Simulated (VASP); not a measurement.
# InP (F-43m) in VASP: settings compared, part 2 of 2

VASP 6.6.1.

**3. Relaxation of cell and atoms, PBEsol**

Input file INCAR:

```
SYSTEM = InP
PREC = Accurate
ENCUT = 300
EDIFF = 1E-7
ISMEAR = 0
SIGMA = 0.02
LREAL = .FALSE.
LASPH = .TRUE.
NELM = 100
ALGO = Normal
ISIF = 3
LWAVE = .FALSE.
LCHARG = .FALSE.
GGA = PS
IBRION = 2
NSW = 90
EDIFFG = -0.005
```

Input file KPOINTS:

```
Automatic mesh
0
G
  10 10 10
  0 0 0
```

Input file POSCAR:

```
InP
1.0
    0.0000000000      2.9519763900      2.9519763900
    2.9519763900      0.0000000000      2.9519763900
    2.9519763900      2.9519763900      0.0000000000
In P
1 1
Direct
    0.0000000000      0.0000000000      0.0000000000
    0.7500000000      0.7500000000      0.7500000000
```

Potentials or basis: VASP PAW PBE potentials, release 64 (In_d, P).

Run with:

```
> cat potpaw_PBE.64/In_d/POTCAR potpaw_PBE.64/P/POTCAR > POTCAR
> mpirun -np 1 vasp_std > vasp.out
```

OUTCAR:

```text
SYSTEM = InP
   PREC = Accurate
   ENCUT = 300
   EDIFF = 1E-7
   ISMEAR = 0
   LREAL = .FALSE.
   LASPH = .TRUE.
   NELM = 100
   ISIF = 3
   GGA = PS
   IBRION = 2
   NSW = 90
   EDIFFG = -0.005

 ion  position               nearest neighbor table
   1  0.000  0.000  0.000-   2 2.56   2 2.56   2 2.56   2 2.56
   2  0.750  0.750  0.750-   1 2.56   1 2.56   1 2.56   1 2.56

  LATTYP: Found a face centered cubic cell.
 ALAT       =     5.9039527800

  Lattice vectors:

 A1 = (   0.0000000000,   2.9519763900,   2.9519763900)
 A2 = (   2.9519763900,   0.0000000000,   2.9519763900)
 A3 = (   2.9519763900,   2.9519763900,   0.0000000000)

Analysis of symmetry for initial positions (statically):
[... 269 lines left out ...]
      3      -9.0710      2.00000
      4      -8.9177      2.00000
      5      -8.9177      2.00000
      6      -6.4734      2.00000
      7       5.0508      2.00000
      8       5.0508      2.00000
      9       5.0508      2.00000
     10       5.6430      0.00000
     11       9.0682      0.00000
     12       9.0682      0.00000
     13       9.0682      0.00000
[... 354 lines left out ...]
  band No.  band energies     occupation
      1      -9.2218      2.00000
      2      -8.9940      2.00000
      3      -8.9907      2.00000
      4      -8.9534      2.00000
      5      -8.8910      2.00000
      6      -4.7915      2.00000
      7       0.2747      2.00000
      8       2.8369      2.00000
      9       3.1102      2.00000
     10       7.1952      0.00000
     11       7.9993      0.00000
     12      11.8129      0.00000
     13      12.4908      0.00000

 [... further k-points ...]

------------------------ aborting loop because EDIFF is reached ----------------------------------------

  FORCE on cell =-STRESS in cart. coord.  units (eV):
  Direction    XX          YY          ZZ          XY          YZ          ZX
  --------------------------------------------------------------------------------------
  -------------------------------------------------------------------------------------
  Total        0.0009977      0.0009977      0.0009977      0.0000000      0.0000000     -0.0000000
  in kB        0.0316391      0.0316391      0.0316391      0.0000000      0.0000000     -0.0000000
  external PRESSURE =       0.0316391 kB  Pullay stress =       0.0000000 kB
[... 17 lines left out ...]
  FREE ENERGIE OF THE ION-ELECTRON SYSTEM (eV)
  ---------------------------------------------------
  free  energy   TOTEN  =        -9.1559686805 eV

  energy  without entropy=       -9.1559686805  energy(sigma->0) =       -9.15596868

 reached required accuracy - stopping structural energy minimisation
```

OSZICAR:

```text
N       E                     dE             d eps       ncg     rms          rms(c)
DAV:   1     0.922129848347E+02    0.92213E+02   -0.63426E+03  1243   0.101E+03
[... 28 lines left out ...]
DAV:   3    -0.915603248164E+01    0.19805E-02   -0.60974E-03  1567   0.181E+00    0.156E-01
DAV:   4    -0.915601668944E+01    0.15792E-04   -0.21801E-04  1287   0.150E-01    0.117E-01
DAV:   5    -0.915597342613E+01    0.43263E-04   -0.34103E-05  1529   0.576E-02    0.402E-02
DAV:   6    -0.915596805996E+01    0.53662E-05   -0.10914E-05  1863   0.401E-02    0.942E-03
DAV:   7    -0.915596852265E+01   -0.46269E-06   -0.12958E-06  1460   0.160E-02    0.226E-03
DAV:   8    -0.915596866464E+01   -0.14199E-06   -0.88764E-08   721   0.506E-03    0.546E-04
DAV:   9    -0.915596868050E+01   -0.15863E-07   -0.10631E-08   651   0.141E-03
   3 F= -.91559687E+01 E0= -.91559687E+01  d E =-.342774E-02
```

Run time: 17 s. Hardware: 1 thread of Intel Xeon 6975P-C (Granite Rapids), shared host; peak memory 0.14 GiB.

Results:

```yaml
Free_energy: -9.1560 eV
Relaxed_volume: 25.26 Å³/atom
Relaxed_cell: a = 4.150 Å, b = 4.150 Å, c = 4.150 Å, α = 60.00°, β = 60.00°, γ = 60.00°
Space_group_after_relaxing_to_0.05_Å: F-43m (No. 216)
Energy_gained_by_relaxing: 1.7 meV/atom
Ionic_steps: 3
Pressure_after_relaxing: 0.0 GPa
Band_gap_on_the_k_mesh: 0.59 eV, direct
```

The path:
```tsv
step	energy change (eV)	largest force (eV/Å)	pressure (GPa)	volume (Å³)
1	0.0000	0.0000	-1.17	51.45
2	-0.0025	0.0000	0.63	50.07
3	-0.0034	0.0000	0.00	50.52
```

Final structure:
```yaml
crystal:
  lattice:
    - [0.00000, 2.93420, 2.93420]
    - [2.93420, 0.00000, 2.93420]
    - [2.93420, 2.93420, 0.00000]
  atoms:
    - { symbol: In, position: [0.00000, 0.00000, 0.00000] }
    - { symbol: P, position: [0.75000, 0.75000, 0.75000] }
```

Levels at points of the mesh, in eV from the valence-band top:
```csv
k point,band 6,band 7,band 8,band 9,band 10,band 11,band 12,band 13
"(0.00, 0.00, 0.00)",-11.52,0.00,0.00,0.00,0.59,4.02,4.02,4.02
"(0.50, 0.00, 0.00)",-9.78,-5.78,-0.98,-0.98,1.39,4.74,4.74,6.94
"(0.50, 0.50, 0.00)",-9.12,-5.80,-2.34,-2.34,1.64,2.17,9.07,9.50
```

Caveat: the cutoff is under 1.25 times the usual one of these potentials, so pressure, stress and relaxed cells hold a basis-set (Pulay) error; the PAW data sets were made with another functional, which shifts forces and pressure a little; spin-orbit coupling is left out, which moves the levels of the heavy elements.

**4. Relaxation of cell and atoms, PBEsol**

Changes to INCAR since step 3:

```diff
@@ -2,3 +2,3 @@
 PREC = Accurate
-ENCUT = 300
+ENCUT = 600
 EDIFF = 1E-7
```

Input file KPOINTS:

```
Automatic mesh
0
G
  4 4 4
  0 0 0
```

POSCAR is that of step 3.

Run with:

```
> cat potpaw_PBE.64/In_d/POTCAR potpaw_PBE.64/P/POTCAR > POTCAR
> mpirun -np 1 vasp_std > vasp.out
```

It took 17 s on 1 thread of Intel Xeon 6975P-C (Granite Rapids), shared host; peak memory 0.21 GiB.

Results (log left out):

* Free energy: -9.0396 eV
* Relaxed volume: 25.47 Å³/atom
* Relaxed cell: a = 4.161 Å, b = 4.161 Å, c = 4.161 Å, α = 60.00°, β = 60.00°, γ = 60.00°
* Space group after relaxing (to 0.05 Å): F-43m (No. 216)
* Energy gained by relaxing: 0.5 meV/atom
* Ionic steps: 3
* Pressure after relaxing: 0.0 GPa
* Band gap on the k mesh: 0.53 eV, direct

Step by step:
| step | energy change (eV) | largest force (eV/Å) | pressure (GPa) | volume (Å³) |
| --- | --- | --- | --- | --- |
| 1 | 0.0000 | 0.0000 | -0.66 | 51.45 |
| 2 | -0.0007 | 0.0000 | 0.37 | 50.67 |
| 3 | -0.0011 | 0.0000 | 0.00 | 50.94 |

Final structure:
```xyz
2
Lattice="0.0000 2.9422 2.9422 2.9422 0.0000 2.9422 2.9422 2.9422 0.0000" Properties=species:S:1:pos:R:3 pbc="T T T"
In    0.0000    0.0000    0.0000
P     4.4133    4.4133    4.4133
```

Levels at points of the mesh, in eV from the valence-band top:
| k point | band 7 | band 8 | band 9 | band 10 | band 11 | band 12 |
| --- | --- | --- | --- | --- | --- | --- |
| (0.00, 0.00, 0.00) | 0.00 | 0.00 | 0.00 | 0.53 | 3.98 | 3.98 |
| (0.50, 0.00, 0.00) | -5.76 | -0.97 | -0.97 | 1.35 | 4.70 | 4.70 |
| (0.50, 0.50, 0.00) | -5.79 | -2.33 | -2.33 | 1.62 | 2.14 | 9.02 |

Caveat: the k mesh is coarse (spacing up to 0.46 Å⁻¹), so the values aren't converged; the PAW data sets were made with another functional, which shifts forces and pressure a little; spin-orbit coupling is left out, which moves the levels of the heavy elements. A hybrid or GW would open this gap; PBEsol tends to underestimate it.

**5. Summary**

| level | k mesh | cutoff (eV) | mesh quality | gap on the mesh (eV) | pressure (GPa) | relaxed volume (Å³/atom) |
| --- | --- | --- | --- | --- | --- | --- |
| PBE+D3(BJ) | 10 × 10 × 10 | 600 | not flagged | 0.62 | 0.0 | 25.58 |
| PBEsol | 10 × 10 × 10 | 300 | not flagged | 0.59 | 0.0 | 25.26 |
| PBEsol | 4 × 4 × 4 | 600 | coarse | 0.53 | 0.0 | 25.47 |

Alike in all rows: task relaxation of cell and atoms; potentials or basis VASP PAW PBE potentials, release 64 (In_d, P); no spin polarisation; cell relaxed; smearing gaussian 0.02 eV.

Caveats: some runs use coarse meshes; spin-orbit coupling is left out, which moves the levels of the heavy elements; the PAW data sets were made with another functional, which shifts forces and pressure a little (some runs); the cutoff is under 1.25 times the usual one of these potentials, so pressure, stress and relaxed cells hold a basis-set (Pulay) error (some runs).

Total energies depend on the potentials used, so only differences within one code and one set of settings carry meaning.
